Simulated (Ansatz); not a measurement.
Starting structure of a cell relaxation (symmetry kept):

```yaml
crystal:
  lattice:
    - [1.57900, 0.91164, 6.16333]
    - [-1.57900, 0.91164, 6.16333]
    - [0.00000, -1.82327, 6.16333]
  atoms:
    - { symbol: W, position: [0.00000, 0.00000, 0.00000] }
    - { symbol: S, position: [0.24970, 0.24970, 0.24970] }
    - { symbol: S, position: [0.41900, 0.41900, 0.41900] }
```

Level of theory: DFT PBEsol, scalar-relativistic, plane waves, PAW in Ansatz.

Settings: cutoff 420 eV, Γ-centred mesh 12×12×12 on the computed 3-atom cell, Gaussian smearing of 0.02 eV; no spin polarisation.

Problem. What does it relax to?

Solution. The volume goes up by 0.48 Å³/atom to 18.22 Å³/atom, and the energy falls by 3.5 meV/atom. Final structure:
```xyz
3
Lattice="1.5738 0.9086 6.3705 -1.5738 0.9086 6.3705 0.0000 -1.8173 6.3705" Properties=species:S:1:pos:R:3 pbc="T T T"
W     0.0000    0.0000    0.0128
S     0.0000    0.0000    4.8168
S     0.0000    0.0000    7.9502
```

Course of the relaxation (steps run on the plane waves of an earlier cell, and the basis is chosen afresh near the end, so energy and pressure can step there; trial steps that raised the energy were taken back; energies are free energies):

```tsv
step	E − E_final (meV/atom)	largest force component (eV/Å)	P (GPa)	V (Å³/atom)
1	3.5	0.599	-0.63	17.74
2	0.7	0.179	0.71	17.84
3	0.3	0.105	-0.01	18.02
4	0.3	0.069	-0.14	18.28
5	0.1	0.000	-0.01	18.22
6	0.0	0.001	-0.01	18.22
```

Spin–orbit coupling is left out, which can shift energies with elements as heavy as these. The cell holds layers, and where no dispersion correction was added their binding is poorly described.